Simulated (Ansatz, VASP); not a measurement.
**Two plane-wave programs on LiF (Griceite)**

```
CELL_PARAMETERS angstrom
0.00000 2.01299 2.01299
2.01299 0.00000 2.01299
2.01299 2.01299 0.00000
ATOMIC_POSITIONS crystal
Li 0.00000 0.00000 0.00000
F 0.50000 0.50000 0.50000
```

Alike in both runs: task single point; functional PBE; k mesh 10 × 10 × 10; occupations gaussian, width 0.02 eV; no spin polarisation.

|  | VASP | Ansatz |
| --- | --- | --- |
| version | VASP 6.6.1 | Ansatz 0.2.0 |
| potentials or method | VASP PAW PBE potentials, release 64 (Li_sv, F) | scalar-relativistic, plane waves, PAW |
| plane-wave cutoff (eV) | 520 | 420 |
| valence electrons in the cell | 10 | 10 |

```csv
,VASP,Ansatz,Ansatz less VASP
gap on the k mesh at the Fermi level (eV),9.10,9.10,+0.002
least direct gap on the mesh (eV),9.10,9.10,+0.002
```

 A k mesh can miss the band edges. Expect the measured gap to be larger: semilocal functionals such as PBE lack the derivative discontinuity.
